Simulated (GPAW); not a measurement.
# ZnS (Wurtzite-2H) (P6_3mc) in GPAW: single point with LDA

Aim: the single point of ZnS (Wurtzite-2H) with LDA.

Everything below comes from runs of GPAW 26.7.0. Logs are shortened: lines on timing, memory, paths and dates and some standing lists are left out, and cuts for length are marked. The log counts tension as positive stress, the text compression.

**The experiment to reproduce.**

From a printed reference work, monograph, for a bulk crystal of ZnS at 4 K: band gap 3.911 eV (direct).

How close the calculation comes is told below.

## (1) Starting point

It takes space group P6_3mc (No. 186, hexagonal). Conventional cell: a = 3.811 Å, b = 3.811 Å, c = 6.234 Å, α = 90.00°, β = 90.00°, γ = 120.00°. Around Zn (site symmetry 3m) lie 4 S at 2.31 to 2.40 Å. Around S (site symmetry 3m) lie 4 Zn at 2.31 to 2.40 Å.

## (2) Single point, LDA

run.py

```python
from ase import Atoms
from ase.dft.bandgap import bandgap
from ase.io import write
from ase.units import GPa
from gpaw import GPAW, PW

atoms = Atoms(['Zn', 'Zn', 'S', 'S'],
              cell=[[3.811, 0.0, 0.0],
                    [-1.9055, 3.3004228138, 0.0],
                    [0.0, 0.0, 6.234]],
              scaled_positions=[[0.6666666667, 0.3333333333, 0.5],
                                [0.3333333333, 0.6666666667, 0.0],
                                [0.6666666667, 0.3333333333, 0.885],
                                [0.3333333333, 0.6666666667, 0.385]],
              pbc=True)

calc = GPAW(mode=PW(450),
            xc='LDA',
            kpts={'size': (7, 7, 4), 'gamma': True},
            occupations={'name': 'fermi-dirac', 'width': 0.05},
            nbands=31,
            maxiter=120,
            txt='gpaw.txt')
atoms.calc = calc
energy = atoms.get_potential_energy()
forces = atoms.get_forces()
stress = atoms.get_stress()
calc.write('gs.gpw')
write('result.traj', atoms)
print(f'Energy: {energy:.6f} eV')
print('Forces (eV/A):')
print(forces.round(4))
print('Stress (GPa):', (stress / GPa).round(3))
print('Fermi level:', round(calc.get_fermi_level(), 4), 'eV')
print(f'Gap: {bandgap(calc)[0]:.4f} eV, direct: {bandgap(calc, direct=True)[0]:.4f} eV')
```

Potentials or basis: the program's PAW data sets (release 1.2.1) made for this functional, pw.

On the command line:

```sh
OMP_NUM_THREADS=1 python run.py
```

gpaw.txt:

```text
__  _  _
 | _ |_)|_||  |
 |__||  | ||/\| - 26.7.0

Input parameters:
  mode=PW(ecut=450.00000000000006),
  kpts=MonkhorstPack(size=(7, 7, 4), gamma=True),
  maxiter=120,
  nbands=31,
  occupations=Occupations(name='fermi-dirac', width=0.05),
  xc=XC(name='LDA')

Diagonalizing LCAO Hamiltonian
Converting LCAO to pw mode

            S

            Zn
        S

        Zn

Atoms  # Å, Bohr magnetons
|   | symbol |         x |        y |        z |    initial magnetic moments |
|---|--------|-----------|----------|----------|-----------------------------|
| 0 |     Zn |  1.905500 | 1.100141 | 3.117000 | ( 0.0000,  0.0000,  0.0000) |
| 1 |     Zn | -0.000000 | 2.200282 | 0.000000 | ( 0.0000,  0.0000,  0.0000) |
| 2 |      S |  1.905500 | 1.100141 | 5.517090 | ( 0.0000,  0.0000,  0.0000) |
| 3 |      S | -0.000000 | 2.200282 | 2.400090 | ( 0.0000,  0.0000,  0.0000) |

Unit cell  # Å
| periodic |         x |        y |        z |  lengths |     angles |
|----------|-----------|----------|----------|----------|------------|
|      yes |  3.811000 | 0.000000 | 0.000000 | 3.811000 |  90.000000 |
|      yes | -1.905500 | 3.300423 | 0.000000 | 3.811000 |  90.000000 |
|      yes |  0.000000 | 0.000000 | 6.234000 | 6.234000 | 120.000000 |

Number of symmetries: 6
Symmetry operations  # r_c * U_cc + t_c -> r_c
|   | kind |            matrix            |
|---|------|------------------------------|
| 0 |  σ   |  1, 1, 0,  0,-1, 0,  0, 0, 1 |
| 1 |  E   |  1, 0, 0,  0, 1, 0,  0, 0, 1 |
| 2 |  C3  |  0, 1, 0, -1,-1, 0,  0, 0, 1 |
| 3 |  σ   |  0,-1, 0, -1, 0, 0,  0, 0, 1 |
| 4 |  σ   | -1, 0, 0,  1, 1, 0,  0, 0, 1 |
| 5 |  C3  | -1,-1, 0,  1, 0, 0,  0, 0, 1 |

BZ-sampling:
  Number of BZ points: 196
  Number of IBZ points: 28

  Monkhorst-Pack size: [7, 7, 4]
  Monkhorst-Pack shift: [0.0, 0.0, 0.125]

K-points  # in reciprocal-cell coordinates
|     |                                coordinates |     weight |
|-----|--------------------------------------------|------------|
|   0 | (  0.00000000,   0.00000000,   0.00000000) | 0.00510204 |
|   1 | (  0.00000000,   0.00000000,   0.25000000) | 0.01020408 |
|   2 | (  0.00000000,   0.00000000,   0.50000000) | 0.00510204 |
|   3 | (  0.14285714,   0.00000000,  -0.25000000) | 0.03061224 |
|   4 | (  0.14285714,   0.00000000,   0.00000000) | 0.03061224 |
|   5 | (  0.14285714,   0.00000000,   0.25000000) | 0.03061224 |
|   6 | (  0.14285714,   0.00000000,   0.50000000) | 0.03061224 |
|   7 | (  0.28571429,  -0.14285714,   0.00000000) | 0.03061224 |
|   8 | (  0.28571429,  -0.14285714,   0.25000000) | 0.06122449 |
|   9 | (  0.28571429,  -0.14285714,   0.50000000) | 0.03061224 |
| ... |                                            |            |
|  27 | (  0.42857143,   0.42857143,   0.50000000) | 0.03061224 |

Plane wave coefficients: 1737
Cutoff: 450.00000000000006 eV

Spin-components: 1 (collinear spins)
Bands:           31
Projectors:      22
Spin-degeneracy: 2
Datatype:        complex128

Parallelization:
  kpt:    1
  domain: 1
  band:   1

Density:
  Valence electrons: 36.0
  Components: 1
  Grid points: [20 20 32]
  Charge: 0.0  # |e|

Potential:
  Grid points: [20 20 32]

species:
  Zn:
    name:    Zinc
    Z:       30.0
    valence: 12
    core:    18
    charge:  0.0  # [|e|]
    compensation charges:
      type: gauss
      rc: 0.37  # [Å]
      lmax: 2
    cutoffs:
      filter: 2.14  # [Å]
      core: 2.28  # [Å]
    projectors
    | kind |    occ | energy [eV] | rcut [Å] |
    |------|--------|-------------|----------|
    |   4s |  2.000 |      -6.218 |    1.286 |
    |   4p |  0.000 |      -1.230 |    1.270 |
    |   3d | 10.000 |     -10.426 |    1.180 |
    |    s |        |      20.994 |    1.286 |
    |    p |        |      25.981 |    1.270 |
    |    d |        |      16.786 |    1.180 |

    Using partial waves for Zn as LCAO basis

  S:
    name:    Sulfur
    Z:       16.0
    valence: 6
    core:    10
    charge:  0.0  # [|e|]
    compensation charges:
      type: gauss
      rc: 0.24  # [Å]
      lmax: 2
    cutoffs:
      filter: 1.77  # [Å]
      core: 1.66  # [Å]
    projectors
    | kind |    occ | energy [eV] | rcut [Å] |
    |------|--------|-------------|----------|
    |   3s |  2.000 |     -17.278 |    0.974 |
    |   3p |  4.000 |      -7.106 |    0.979 |
    |    s |        |       9.933 |    0.974 |
    |    p |        |      20.105 |    0.979 |
    |    d |        |       0.000 |    0.900 |

    Using partial waves for S as LCAO basis

Reference energy: -119224.971294  # eV

eigensolver:
  PPCG
  Converge bands: occupied
  niter=2

density mixing:
  MSR1-Mixer
  Pratt-step length: 0.05
  Maximum mixing coefficient: 0.75
  Old densities: 10
  SVD Regularization: 0.005
  Good broyden scale: 1.0
  Trust region scale: 1.0
  Backstep threshold: 4.0
  History deletion threshold: 6.0
  Fourier metric: weight=20.0, sigma=0.015

occupation numbers:
  Fermi-Dirac:
    width: 0.0500  # eV

poisson solver:
  ecut: 3600.0000000000005  # eV

xc functional:
  name: None

convergence criteria:
- Maximum [total energy] change in last 3 cyles: 0.0005 eV / valence electron
- Maximum integral of absolute [dens]ity change: 0.0001 electrons / valence electron
- Maximum integral of absolute [eigenst]ate change: 4e-08 eV^2 / valence electron
maximum number of iterations: 120

SCF iterations
|iter     | |      energy | eigst |  dens |
|---------|-|-------------|-------|-------|
|iter:   1| |  -17.214683 | +0.08 |       |
|iter:   2| |  -17.056743 | -1.54 | -1.21 |
|iter:   3| |  -16.502067 | -1.44 | -1.25 |
|iter:   4| |  -16.493051 | -2.69 | -1.81 |
|iter:   5| |  -16.493215c| -4.12 | -2.29 |
|iter:   6| |  -16.493215c| -5.07 | -3.34 |
|iter:   7| |  -16.493229c| -6.35 | -3.67 |
|iter:   8| |  -16.493231c| -7.07 | -4.11c|
|iter:   9| |  -16.493231c| -7.90c| -4.69c|

Converged in 9 steps
Energy contributions relative to reference atoms: (reference = -119224.971294)

Energy contributions:
  Kinetic:          16.577339
  Coulomb:         -13.862169
  Zero:             -0.009141
  External:          0.000000
  Xc:              -19.199261
  Entropy:          -0.000000
  Spinorbit:         0.000000
  ----------------------------
  Free energy:     -16.493231
  Extrapolated:    -16.493231

dipole moment: (0.000001, 0.000000, -7.503176)  # |e|*Ang

Fermi level: 4.517
Eigenvalues  # (at kpt = [0.000, 0.000, 0.000])
| band index |      eig [eV] | occ [0-2] |
|------------|---------------|-----------|
|          0 |        -9.640 |     2.000 |
|        ... |               |           |
|         10 |        -2.402 |     2.000 |
|         11 |        -2.235 |     2.000 |
|         12 |        -1.713 |     2.000 |
|         13 |         2.667 |     2.000 |
|         14 |         2.667 |     2.000 |
|         15 |         3.526 |     2.000 |
[... 8 lines left out ...]
|         24 |        10.995 |     0.000 |
|         25 |        12.580 |     0.000 |
|        ... |               |           |
|         30 |        15.727 |     0.000 |

Gap: 1.991 eV
Transition (v -> c):
  (s=0, k=0, n=17, [0.00, 0.00, 0.00]) -> (s=0, k=0, n=18, [0.00, 0.00, 0.00])
No difference between direct/indirect transitions

Forces  # eV/Ang
|        x |        y |        z |
|----------|----------|----------|
|  0.00000 |  0.00000 |  0.28962 |  # Zn   0
| -0.00000 |  0.00000 |  0.28957 |  # Zn   1
| -0.00000 |  0.00000 | -0.28957 |  # S    2
|  0.00000 | -0.00000 | -0.28951 |  # S    3

Stress tensor  # eV/Ang^3
|        x |         y |         z |
|----------|-----------|-----------|
| 0.026474 |  0.000000 |  0.000000 |
| 0.000000 |  0.026474 | -0.000000 |
| 0.000000 | -0.000000 |  0.035465 |

# Writing to gs.gpw (mode='')
```

It took 24 s on 1 thread of Intel Xeon Platinum 8259CL at 2.50GHz (Skylake/Cascade Lake), shared host; peak memory 0.17 GiB.

Results:

```
Free energy            : -16.4932 eV
Pressure               : -4.7 GPa
Largest force          : 0.290 eV/Å
Band gap on the k mesh : 1.99 eV, direct
```

Forces in eV/Å, atoms in the order of the input:
```
Zn   0.000  0.000  0.290
Zn   0.000  0.000  0.290
S    0.000  0.000 -0.290
S    0.000  0.000 -0.290
```

Caveat: the cutoff is short for stress and forces, so pressures can be off by a GPa or more.

## (3) Comparison with measurements

Step 2. Against the measured gap of ZnS, 3.911 eV (direct; 4 K; a printed reference work, monograph), the calculated 1.99 eV is off by -1.92 eV. The value is that of LDA, without temperature or zero-point motion. Semilocal functionals fall short of measured gaps as a rule.
